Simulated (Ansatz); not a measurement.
## Ligand exchange: C4H9Br + AuOH → C4H10O + AuBr

Species: C4H9Br (2-bromo-2-methylpropane) `CC(C)(C)Br`, singlet; AuOH `[OH][Au]`, singlet; C4H10O (tert-butanol) `CC(C)(C)O`, singlet; AuBr (bromogold), singlet. The partners trade Br for OH: C–Br and Au–OH bonds give way to C–OH and Au–Br.

Shapes, held fixed at every level: PBE0-D4/def2-TZVP. Flexible molecules stand in one conformer, not always the lowest. Programs: Ansatz 0.2.0. Electronic energies: no zero-point or thermal term.

(1) Estimate ΔE of this reaction.

Answers

(1) The highest level, CCSD(T)/def2-TZVPP, gives ΔE = -135.4 kJ/mol; the levels span -209.4 to -135.4. The column of differences is taken from that level and isn't an error. No measured value is set beside it here. For atoms past krypton def2 sets carry core potentials with scalar relativity. Relativity is left out for Br. Outer-core shells of Au, Br are correlated, in sets that cover them unevenly.

| level | kind | ΔE (kJ/mol) | less CCSD(T)/def2-TZVPP |
| --- | --- | --- | --- |
| HF/def2-SVP | Hartree–Fock | -209.4 | -74.0 |
| B3LYP-D4/def2-TZVPP | global hybrid | -136.1 | -0.7 |
| PBE0-D4/def2-TZVPP | global hybrid | -145.0 | -9.6 |
| wB97M-V/def2-TZVPP | range-separated hybrid | -148.3 | -12.9 |
| wB97X-V/def2-TZVPP | range-separated hybrid | -147.5 | -12.1 |
| B2PLYP/def2-TZVPP | double hybrid | -136.0 | -0.6 |
| CCSD(T)/def2-SVP | coupled cluster or CI | -150.4 | -15.0 |
| CCSD(T)/def2-TZVPP | coupled cluster or CI | -135.4 | 0.0 |
